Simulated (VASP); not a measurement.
Input of a VASP 6.6.1 run:

The input POSCAR:

```
WC
1.0
    0.0000000000      2.8868000000      2.8868000000
    2.8868000000      0.0000000000      2.8868000000
    2.8868000000      2.8868000000      0.0000000000
W C
2 2
Direct
    0.5000000000      0.5000000000      0.5000000000
    0.7500000000      0.7500000000      0.7500000000
    0.0000000000      0.0000000000      0.0000000000
    0.2500000000      0.2500000000      0.2500000000
```

Contents of INCAR.step1:

```
SYSTEM = WC
PREC = Accurate
ENCUT = 520
EDIFF = 1E-5
ISMEAR = -1
SIGMA = 0.05
LREAL = .FALSE.
LASPH = .TRUE.
NELM = 80
ALGO = Normal
ISIF = 2
LWAVE = .TRUE.
LCHARG = .FALSE.
NBANDS = 26
GGA = PE
```

The input INCAR.step2:

```
SYSTEM = WC
PREC = Accurate
ENCUT = 520
EDIFF = 1E-6
ISMEAR = -1
SIGMA = 0.05
LREAL = .FALSE.
LASPH = .TRUE.
NELM = 80
ALGO = Normal
ISIF = 2
LWAVE = .FALSE.
LCHARG = .FALSE.
GGA = PE
LHFCALC = .TRUE.
AEXX = 0.25
PRECFOCK = Fast
HFRCUT = -1
NBANDS = 26
ISTART = 1
```

File KPOINTS:

```
Automatic mesh
0
G
  4 4 4
  0 0 0
```

Potentials or basis: VASP PAW PBE potentials, release 64 (W_sv, C).

Launch:

```bash
$ cat potpaw_PBE.64/W_sv/POTCAR potpaw_PBE.64/C/POTCAR > POTCAR
$ cp INCAR.step1 INCAR
$ mpirun -np 1 vasp_std > vasp.out
$ cp INCAR.step2 INCAR
$ mpirun -np 1 vasp_std > vasp.out
```

(1) Predict the pressure.

(2) Predict the band gap on the k mesh.

Answers

(1) -7.0 GPa.

(2) none (metal or under the smearing width).

Caveat: the k mesh is coarse (spacing up to 0.47 Å⁻¹), so the values aren't converged, least of all with exact exchange; the PAW data sets were made with another functional, which shifts forces and pressure a little.
